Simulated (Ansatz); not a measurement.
# BeS (F-43m) in Ansatz: convergence with cutoff

Aim: find how far cutoff must go before the results for BeS settle, at PBE. This setting moves, with any that are tied to it; all else stays.

Everything below comes from runs of Ansatz 0.2.0. Logs are shortened: lines on timing, memory, paths and dates and some standing lists are left out, and cuts for length are marked.

**1. Starting point**

It takes space group F-43m (No. 216, cubic). Conventional cell: a = 4.850 Å, b = 4.850 Å, c = 4.850 Å, α = 90.00°, β = 90.00°, γ = 90.00°. S (site symmetry -43m) has 4 Be at 2.10 Å as nearest neighbours. Around Be (site symmetry -43m) lie 4 S at 2.10 Å.

**2. With cutoff 80 eV**

The input, input.yaml:

```yaml
crystal:
  lattice:
    - [0.0, 2.425, 2.425]
    - [2.425, 0.0, 2.425]
    - [2.425, 2.425, 0.0]
  atoms:
    - { symbol: S, position: [0.75, 0.75, 0.75] }
    - { symbol: Be, position: [0.0, 0.0, 0.0] }
kpoints:
  mp_grid: { grid: [9, 9, 9] }
scf:
  occupations: { method: fermi_dirac, width: 0.05 }
hamiltonian:
  xc: pbe
  pseudopotentials: { kind: all_electron, lapw: { basis_error: 0.001 } }
output:
  forces: true
  stress: true
  eigenvalues: true
basis:
  ecutwfc: 80
```

Potentials or basis: all-electron LAPW, scalar-relativistic.

On the command line:

```
$ ansatz run input.yaml --threads 1 --pin off --max-ram 3072MiB --backend cpu --events-out ev --progress --plain --runs-dir out
```

Wall time 3.7 s (1 thread of Intel Xeon at 2.70GHz, shared host); peak memory 0.22 GiB.

Results:

* Free energy: -11266.3325 eV
* Pressure: 1.5 GPa
* Band gap on the k mesh: 3.32 eV, indirect (least direct gap 5.71 eV)

**3. With cutoff 110 eV**

input.yaml: that of step 2 with these lines changed.

```diff
@@ -20,2 +20,2 @@
 basis:
-  ecutwfc: 80
+  ecutwfc: 110
```

Potentials or basis: all-electron LAPW, scalar-relativistic.

On the command line:

```
$ ansatz run input.yaml --threads 1 --pin off --max-ram 3072MiB --backend cpu --events-out ev --progress --plain --runs-dir out
```

Wall time 3.5 s (1 thread of Intel Xeon at 2.70GHz, shared host); peak memory 0.23 GiB.

Results:

```yaml
Free_energy: -11266.6325 eV
Pressure: 1.6 GPa
Band_gap_on_the_k_mesh: 3.21 eV, indirect (least direct gap 5.69 eV)
```

**4. With cutoff 140 eV**

input.yaml: that of step 3 with these lines changed.

```diff
@@ -20,2 +20,2 @@
 basis:
-  ecutwfc: 110
+  ecutwfc: 140
```

On the command line:

```
$ ansatz run input.yaml --threads 1 --pin off --max-ram 3072MiB --backend cpu --events-out ev --progress --plain --runs-dir out
```

Run time: 4 s. Hardware: 1 thread of Intel Xeon at 2.70GHz, shared host; peak memory 0.23 GiB.

Results:

- Free energy: -11266.7040 eV
- Pressure: 1.5 GPa
- Band gap on the k mesh: 3.21 eV, indirect (least direct gap 5.66 eV)

**5. With cutoff 180 eV**

input.yaml: that of step 4 with these lines changed.

```diff
@@ -20,2 +20,2 @@
 basis:
-  ecutwfc: 140
+  ecutwfc: 180
```

On the command line:

```
$ ansatz run input.yaml --threads 1 --pin off --max-ram 3072MiB --backend cpu --events-out ev --progress --plain --runs-dir out
```

It took 3.3 s on 1 thread of Intel Xeon at 2.70GHz, shared host; peak memory 0.24 GiB.

What came out:

```yaml
Free_energy: -11266.7206 eV
Pressure: 1.5 GPa
Band_gap_on_the_k_mesh: 3.20 eV, indirect (least direct gap 5.65 eV)
```

**6. With cutoff 230 eV**

input.yaml: that of step 5 with these lines changed.

```diff
@@ -20,2 +20,2 @@
 basis:
-  ecutwfc: 180
+  ecutwfc: 230
```

Potentials or basis: all-electron LAPW, scalar-relativistic.

On the command line:

```
$ ansatz run input.yaml --threads 1 --pin off --max-ram 3072MiB --backend cpu --events-out ev --progress --plain --runs-dir out
```

Wall time 3.6 s (1 thread of Intel Xeon at 2.70GHz, shared host); peak memory 0.24 GiB.

Results:

```
Free energy            : -11266.7240 eV
Pressure               : 1.5 GPa
Band gap on the k mesh : 3.20 eV, indirect (least direct gap 5.65 eV)
```

**7. With cutoff 290 eV**

input.yaml: that of step 6 with these lines changed.

```diff
@@ -20,2 +20,2 @@
 basis:
-  ecutwfc: 230
+  ecutwfc: 290
```

On the command line:

```
$ ansatz run input.yaml --threads 1 --pin off --max-ram 3072MiB --backend cpu --events-out ev --progress --plain --runs-dir out
```

It took 4.5 s on 1 thread of Intel Xeon at 2.70GHz, shared host; peak memory 0.26 GiB.

What came out:

```
Free energy            : -11266.7248 eV
Pressure               : 1.5 GPa
Band gap on the k mesh : 3.20 eV, indirect (least direct gap 5.65 eV)
```

**8. With cutoff 360 eV**

input.yaml: that of step 7 with these lines changed.

```diff
@@ -20,2 +20,2 @@
 basis:
-  ecutwfc: 290
+  ecutwfc: 360
```

On the command line:

```
$ ansatz run input.yaml --threads 1 --pin off --max-ram 3072MiB --backend cpu --events-out ev --progress --plain --runs-dir out
```

It took 11 s on 1 thread of Intel Xeon at 2.70GHz, shared host; peak memory 0.28 GiB.

Results:

| Quantity | Value |
| --- | --- |
| Free energy | -11266.7249 eV |
| Pressure | 1.5 GPa |
| Band gap on the k mesh | 3.20 eV, indirect (least direct gap 5.65 eV) |

**9. With cutoff 450 eV**

input.yaml: that of step 8 with these lines changed.

```diff
@@ -20,2 +20,2 @@
 basis:
-  ecutwfc: 360
+  ecutwfc: 450
```

Potentials or basis: all-electron LAPW, scalar-relativistic.

On the command line:

```
$ ansatz run input.yaml --threads 1 --pin off --max-ram 3072MiB --backend cpu --events-out ev --progress --plain --runs-dir out
```

Run time: 15 s. Hardware: 1 thread of Intel Xeon at 2.70GHz, shared host; peak memory 0.3 GiB.

The run converged. Its results:

```yaml
Free_energy: -11266.7249 eV
Pressure: 1.5 GPa
Band_gap_on_the_k_mesh: 3.20 eV, indirect (least direct gap 5.65 eV)
```

**10. With cutoff 560 eV**

input.yaml: that of step 9 with these lines changed.

```diff
@@ -20,2 +20,2 @@
 basis:
-  ecutwfc: 450
+  ecutwfc: 560
```

Potentials or basis: all-electron LAPW, scalar-relativistic.

On the command line:

```
$ ansatz run input.yaml --threads 1 --pin off --max-ram 3072MiB --backend cpu --events-out ev --progress --plain --runs-dir out
```

Standard output:

```text
Warning: RAYON_NUM_THREADS=1 ignored (pool sized by the plan → 1); use --threads N
LAPW: plane waves up to 12.124 Å⁻¹, error target 1.0e-3 eV per atom; small_component_spin mean_spin; the cutoff is typed (target and bands ask for 224.7 eV, largest radius times wave number 13.9, largest estimated error of a free atom 3.1e-7 eV); Be in spheres of 0.953 Å, 4 of its electrons in bands, Dirac shells []; S in spheres of 1.147 Å, 14 of its electrons in bands, Dirac shells [] (how accurate: hamiltonian.pseudopotentials.lapw.basis_error, Limitations)
Engine: ansatz 0.2.0, x86_64-unknown-linux-gnu
Pseudopotentials: kind: all_electron
Pseudopotential: S, LAPW, valence charge 14, lapw/all_electron/scalar/gaussian/S, Koelling and Harmon's equation, gaussian nucleus
Pseudopotential: Be, LAPW, valence charge 4, lapw/all_electron/scalar/gaussian/Be, Koelling and Harmon's equation, gaussian nucleus
Functional definition: PBE
  parameter kappa = 0.804
  parameter beta = 0.06672455060314922
  exchange = pbe_x(kappa = kappa, mu = beta*pi^2/3)
  correlation = pbe_c(beta = beta)
Crystal: 2 atoms, lattice volume = 28.521 Å³
Basis set: ecut = 559.9999999999999 eV, 869 PW (Γ), exchange–correlation at level 2
Bands: 13, of which v1, the nominal top of the filled ones, is band 9 counted from 1 (8 counted from 0)
Symmetry: 24 space group operations
Space group: F-43m (ITA 216), of the structure as read, at distance tolerance 3.1e-5 Å
k-points: 35 of 729 (time reversal used)
Non-local potential: S, projectors of the file, none
Non-local potential: Be, projectors of the file, none
Initial density: superposition of atomic densities (chi_scale 0.1, normalization cell, long waves kept (reshape's long-wave potential 0.00 eV rms))
Initial wavefunctions: plane waves of lowest kinetic energy (no species holds an atomic orbital)
Functional: x = pbe(κ = 0.804, μ = 0.2195149727645171), c = pbe(β = 0.06672455060314922)
iter 1 solved again at ethr=3.15e-3 eV; its pass at ethr=1.00e-1 eV (dr2=5.67e-1 eV) is discarded
SCF iter   1: F=—  HF=-11266.870462 eV  |F-HF|=—  |Δ(HF+E_count)|=         —  Δρ=4.21e-2  dr2=5.67e-1  ethr=3.15e-3  ⟨swp⟩=2.0  Hψ=3429  notcnv=0
preconditioner: auto → none  [insulator: Δε(μ)=3.518 eV  Ē_g=12.906 eV  σ=0.050 eV  W_gap=1.00  n_scr=8 (ndim 8)  ℏωp=19.7 eV  f_vac=0.000  D(μ)=0.00/eV (n_scr^D=0)  ε∞_Penn≈3.3]
SCF iter   2: F=—  HF=-11266.733958 eV  |F-HF|=—  |Δ(HF+E_count)|=   1.37e-1  Δρ=1.70e-2  dr2=8.07e-2  ethr=3.15e-3  ⟨swp⟩=2.0  Hψ=1356  notcnv=0
iter 3 solved again at ethr=2.95e-5 eV; its pass at ethr=4.49e-4 eV (dr2=5.31e-3 eV) is discarded
SCF iter   3: F=—  HF=-11266.725212 eV  |F-HF|=—  |Δ(HF+E_count)|=   8.75e-3  Δρ=3.71e-3  dr2=5.31e-3  ethr=2.95e-5  ⟨swp⟩=2.0  Hψ=2291  notcnv=0
SCF iter   4: F=—  HF=-11266.724761 eV  |F-HF|=—  |Δ(HF+E_count)|=         —  Δρ=7.90e-4  dr2=1.67e-4  ethr=2.95e-5  ⟨swp⟩=2.0  Hψ=1218  notcnv=0
the basis was enlarged: its passes take 156.9 KiB over the memory plan, 1 of 1 planned eigensolver slots
SCF iter   5: F=—  HF=-11266.724906 eV  |F-HF|=—  |Δ(HF+E_count)|=   1.45e-4  Δρ=5.60e-5  dr2=7.78e-7  ethr=9.25e-7  ⟨swp⟩=2.7  Hψ=1259  notcnv=0
SCF iter   6: F=-11266.724906 eV  HF=-11266.724906 eV  |F-HF|=1.16e-8  |Δ(HF+E_count)|=   5.78e-8  Δρ=4.86e-6  dr2=4.45e-9  ethr=4.32e-9  ⟨swp⟩=3.0  Hψ=1313  notcnv=0
SCF 1 converged in 6 iterations: F = -11266.724906 eV  dr2 = 4.45e-9
SCF converged after 6 iterations
Free energy (F): -11266.724906 eV
Harris-Foulkes:  -11266.724906 eV  (|F-HF|=1.16e-8)
Internal energy: -11266.724906 eV  (E = F + TS)
E sigma→0 (E₀):  -11266.724906 eV
Fermi energy:    7.662752 eV
--- Per-component energies (eV) ---
  E_band       = -1432.666312
  E_kinetic    = 11312.088037
  E_xc         = -777.818026
  E_electrostatic = -21800.994916  (all electrons and nuclei)
  E_smearing   = -0.000000  (= −TS)
  E_closure    = 0.000000  (closes the sum)
  E_atoms      = -11256.763156  (free atoms, spherical and without spin; not in F)
  Σ components = -11266.724906   (vs F -11266.724906, Δ=0.00e0)
  Basis errors (estimates in eV, not in F): energy 4.6e-5 per atom: plane waves 4.2e-6 (2.4e-6 summed), levels above the bands 5.2e-80, relativity 3.3e-8, radial functions 4.2e-5, core shells 3.8e-14; eigenvalues (radial functions only) 2.9e-6; not estimated: angular momenta, meshes, grids; target (lapw.basis_error) 1.0e-3; muffin-tin radii Be 0.953 Å, S 1.147 Å
--- Forces (eV/Å), atoms counted from 1 ---
  atom   1  S      0.00000000    -0.00000000     0.00000000
  atom   2  Be    -0.00000000     0.00000000    -0.00000000
  max |Σ_I F_I| component: 2.78e-17 eV/Å
--- Stress (GPa, compression-positive) ---
        1.517047      -0.000000      -0.000000
       -0.000000       1.517047       0.000000
       -0.000000       0.000000       1.517047
  P = ⅓ Tr σ = 1.5170 GPa (15.170 kbar)
--- Band table (eV; the first three rows and the last of 35) ---
  k-point 0: bands = ["-198.1827", "-142.9464", "-142.9464", "-142.9464", "-92.9825", "-7.6194", "6.0707", "6.0707", "6.0707", "11.7239", "11.7239", "11.7239", "11.9584"]
  k-point 1: bands = ["-198.1827", "-142.9464", "-142.9464", "-142.9464", "-92.9825", "-7.4789", "5.0849", "5.9096", "5.9096", "11.6722", "12.0129", "12.0129", "13.0081"]
  k-point 2: bands = ["-198.1827", "-142.9464", "-142.9464", "-142.9464", "-92.9824", "-7.0834", "3.2321", "5.5632", "5.5632", "11.6287", "12.5338", "12.5338", "14.8842"]
  k-point 34: bands = ["-198.1827", "-142.9464", "-142.9464", "-142.9464", "-92.9824", "-5.4669", "1.6366", "2.2968", "3.0496", "12.3288", "13.6133", "14.4012", "15.9970"]
```

Wall time 21 s (1 thread of Intel Xeon at 2.70GHz, shared host); peak memory 0.35 GiB.

Results:

| Property | Result |
| --- | --- |
| Free energy | -11266.7249 eV |
| Pressure | 1.5 GPa |
| Band gap on the k mesh | 3.20 eV, indirect (least direct gap 5.65 eV) |

**11. The series at a glance**

```
cutoff  energy less the tightest run, at zero smearing (meV/atom)  pressure (GPa)  gap on the mesh (eV)  SCF cycles  CPU time (s)  peak memory (GiB)
 80 eV                                                     196.22            1.55                 3.320           6           3.7               0.22
110 eV                                                      46.19            1.57                 3.212           6           3.5               0.23
140 eV                                                      10.45            1.54                 3.206           6             4               0.23
180 eV                                                       2.16            1.53                 3.205           6           3.3               0.24
230 eV                                                       0.43            1.52                 3.205           6           3.6               0.24
290 eV                                                       0.07            1.52                 3.205           6           4.5               0.26
360 eV                                                       0.01            1.52                 3.204           6            11               0.28
450 eV                                                       0.00            1.52                 3.204           6            15                0.3
560 eV                                                       0.00            1.52                 3.204           6            21               0.35
```

Against the tightest run, the energy stays within 1 meV/atom from 230 eV on; the pressure stays within 0.1 GPa from 80 eV on; the gap on the mesh stays within 0.01 eV from 110 eV on. The tightest run that finished is the yardstick and may itself not be fully converged.

Caveats: an odd mesh through Γ misses points on the zone boundary, where band edges often lie.
